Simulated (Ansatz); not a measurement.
**SiO2 with nitrogen replacing O: a ladder of calculations**

Cell of run 1: a supercell of SiO2 (space group Ima2) built from a COD entry (perhaps calculated rather than measured), with all atoms left at the host's positions.

```cif
data_structure
_symmetry_space_group_name_H-M 'P 1'
_symmetry_Int_Tables_number 1
_cell_length_a 6.9333
_cell_length_b 13.8666
_cell_length_c 6.9333
_cell_angle_alpha 85.080
_cell_angle_beta 109.956
_cell_angle_gamma 138.114
_cell_volume 402.99
loop_
_atom_site_label
_atom_site_type_symbol
_atom_site_fract_x
_atom_site_fract_y
_atom_site_fract_z
_atom_site_occupancy
Si1 Si 0.85660 0.30091 0.45843 1
Si2 Si 0.85660 0.80092 0.45843 1
Si3 Si 0.14340 0.19909 0.54157 1
Si4 Si 0.14340 0.69908 0.54157 1
Si5 Si 0.85660 0.44909 0.75477 1
Si6 Si 0.85660 0.94908 0.75477 1
Si7 Si 0.14340 0.05092 0.24523 1
Si8 Si 0.14340 0.55092 0.24523 1
O9 O 0.87536 0.38205 0.26992 1
O10 O 0.87536 0.88205 0.26992 1
O11 O 0.49418 0.30272 0.73008 1
O12 O 0.49418 0.80272 0.73008 1
O13 O 0.87536 0.05272 0.61126 1
O14 O 0.87536 0.55272 0.61126 1
O15 O 0.49418 0.13205 0.38874 1
O16 O 0.49418 0.63205 0.38874 1
N17 N 0.96610 0.39578 0.67453 1
O18 O 0.96610 0.89579 0.67453 1
O19 O 0.11704 0.14578 0.32547 1
O20 O 0.11704 0.64579 0.32547 1
O21 O 0.09431 0.29716 0.50000 1
O22 O 0.09431 0.79715 0.50000 1
O23 O 0.09431 0.04716 0.00000 1
O24 O 0.09431 0.54715 0.00000 1
```

Atoms are numbered from 1 in the order listed; like atoms form one site, named after its first atom.

Relaxed positions (PBE, cell held):

```
CELL_PARAMETERS angstrom
-5.10850 3.97895 2.47825
10.21700 -7.95790 4.95650
5.10850 3.97895 -2.47825
ATOMIC_POSITIONS crystal
Si 0.87157 0.30702 0.47133
Si 0.84833 0.79759 0.45381
Si 0.14853 0.20129 0.53621
Si 0.13685 0.69661 0.54996
Si 0.86549 0.44808 0.75792
Si 0.85515 0.94968 0.75288
Si 0.15597 0.05243 0.24553
Si 0.12843 0.54660 0.24418
O 0.86620 0.37692 0.26369
O 0.87899 0.88166 0.26630
O 0.49179 0.30405 0.73132
O 0.49589 0.80851 0.73732
O 0.87740 0.05350 0.60739
O 0.86887 0.55464 0.62098
O 0.50126 0.12975 0.38494
O 0.48573 0.62932 0.37881
N 0.00808 0.40645 0.69712
O 0.95886 0.89197 0.67329
O 0.12283 0.14591 0.31990
O 0.11786 0.64743 0.33380
O 0.08006 0.28931 0.47145
O 0.08839 0.79516 0.50181
O 0.09651 0.04543 0.99782
O 0.07265 0.55152 0.00222
```

All runs are DFT with Ansatz 0.2.0 (plane waves and PAW, scalar-relativistic unless spin–orbit coupling is named, Γ-centred meshes, Fermi–Dirac smearing where given) in this cell, at cell charge -1.

Run 1: PBE, atoms at the host's positions; 420 eV, 4×2×3 k-points, smearing 0.01 eV.
Run 2: PBE, atoms relaxed; 420 eV, 4×2×3 k-points, smearing 0.01 eV.
Run 3: r2SCAN, at the relaxed atoms; 500 eV, 4×2×3 k-points, smearing 0.01 eV.

```tsv
run	O9 V_zz (η)	O14 V_zz (η)	N V_zz (η)
1	9.06 (0.34)	9.11 (0.31)	2.64 (0.24)
2	?	?	?
3	8.22 (0.40)	8.07 (0.46)	2.31 (0.73)
```

V_zz in 10²¹ V/m²; 3 of the 24 sets of like atoms are followed.

Question: Estimate the row of run 2.

Answer: O9: 8.32 (0.39); O14: 8.17 (0.45); N: 2.52 (0.66). It lies nearest to run 3, from whose tensors on these sites it differs by 0.22 at most (largest principal value of the difference, on N). Taken one at a time, the positions of the atoms (as given or relaxed) move the tensors on these sites by up to 2.36 (largest principal value of the change, on O14), the functional (r2SCAN with its higher cutoff) by 0.22 (N).

The defect repeats with the cell of 24 atoms, so it feels its images: sites between two images don't show the values beside a lone defect, and zeros or small values of η there can come from the images' arrangement. O carries a gradient in the pure host already, so the values there aren't the defect's effect alone. A uniform background compensates the cell's charge. In run 1 the atoms aren't at the calculated equilibrium (largest force 3.0 eV/Å).
